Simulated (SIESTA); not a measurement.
The system is Ge.

```
CELL_PARAMETERS angstrom
0.00000 2.82891 2.82891
2.82891 0.00000 2.82891
2.82891 2.82891 0.00000
ATOMIC_POSITIONS crystal
Ge 0.75000 0.75000 0.75000
Ge 0.50000 0.50000 0.50000
```

Base run:

```yaml
Program: SIESTA 5.4.2
Functional: PBE
Potentials_or_basis: PseudoDojo 0.4 standard (PBE files)
Basis: DZP (energy shift 0.003 Ry; two zetas on semicore shells)
Grid_cutoff: 800 Ry
Energy_shift: 0.003 Ry
k_mesh: 8 × 8 × 8
Occupations: fermi-dirac, width 0.05 eV
Spin: no spin polarisation
```

Its results: band gap on the k mesh 0.07 eV, direct; pressure 5.1 GPa.

Task: The run is repeated on the same cell with these changes: functional from PBE to LDA; potentials or basis from PseudoDojo 0.4 standard (PBE files) to PseudoDojo 0.4 standard (LDA files). What comes out?

Result: Band gap on the k mesh none (metal or under the smearing width); pressure -0.4 GPa.

Caveats: the basis of atomic orbitals isn't converged, which shifts pressures, moduli and gaps.

A k mesh can miss the band edges.
